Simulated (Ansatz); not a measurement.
# AlCu3: trigonal deformation path

All numbers below come from DFT r2SCAN, scalar-relativistic, plane waves, PAW in Ansatz 0.2.0. Settings: plane waves to 500 eV, k-mesh 16×16×16 (Γ-centred), Gaussian smearing 0.15 eV. No spin polarisation. Energies are free energies at this smearing, counted from the undisturbed cell; pressure is positive in compression.

The undisturbed cell (relaxed at this level; it needn't be the usual structure):

```xyz
4
Lattice="0.0000 2.8907 2.8907 2.8907 0.0000 2.8907 2.8907 2.8907 0.0000" Properties=species:S:1:pos:R:3 pbc="T T T"
Al    0.0000    0.0000    0.0000
Cu    2.8907    2.8907    2.8907
Cu    1.4453    1.4453    1.4453
Cu    4.3360    4.3360    4.3360
```

At fixed volume and fractional coordinates, lengths along (0.577, 0.577, 0.577) are scaled against those across it; ρ is that ratio over its starting value. The cell is metallic on the mesh throughout.

| ρ | ΔE (meV/atom) |
| --- | --- |
| 0.500 | 6452.5 |
| 0.710 | 1101.9 |
| 1.000 | 0.0 |
| 1.410 | 400.8 |
| 2.000 | 718.4 |

Predict the pressure (GPa) at each point.

```tsv
ρ	pressure (GPa)
0.500	160.9
0.710	32.1
1.000	0.0
1.410	13.2
2.000	24.8
```